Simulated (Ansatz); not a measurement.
Ga2O3 (Cmcm), zone-centre modes

Theory: DFT PBEsol, scalar-relativistic, plane waves, PAW in Ansatz 0.2.0. Settings: plane waves to 420 eV, k-mesh 10×10×4 (Γ-centred), Gaussian smearing 0.05 eV. No spin polarisation.

The starting cell (relaxed at this level; this form isn't the usual structure):

```yaml
crystal:
  lattice:
    - [1.39447, -4.63751, 0.00000]
    - [1.39447, 4.63751, 0.00000]
    - [0.00000, 0.00000, 7.14912]
  atoms:
    - { symbol: Ga, position: [0.24839, 0.75161, 0.75000] }
    - { symbol: Ga, position: [0.75161, 0.24839, 0.25000] }
    - { symbol: Ga, position: [0.00000, 0.00000, 0.00000] }
    - { symbol: Ga, position: [0.00000, 0.00000, 0.50000] }
    - { symbol: O, position: [0.36183, 0.63817, 0.42582] }
    - { symbol: O, position: [0.63817, 0.36183, 0.57418] }
    - { symbol: O, position: [0.63817, 0.36183, 0.92582] }
    - { symbol: O, position: [0.36183, 0.63817, 0.07418] }
    - { symbol: O, position: [0.10530, 0.89470, 0.25000] }
    - { symbol: O, position: [0.89470, 0.10530, 0.75000] }
```

Harmonic modes by finite displacements of 0.02 Å, without the LO–TO term.

(1) At this geometry, is the structure stable against these modes?

(2) List the wavenumbers in cm⁻¹.

Answers

(1) No: 2 modes are unstable, the strongest at 52i cm⁻¹.

(2) 52i, 50i, 0, 0, 0, 57, 124, 140, 197, 199, 219, 231, 240, 252, 298, 300, 309, 337, 366, 366, 407, 443, 443, 504, 510, 523, 555, 606, 612, 633.

Cost: 1 run of about 15 core-minutes, on Arm Neoverse V1 (shared hosts).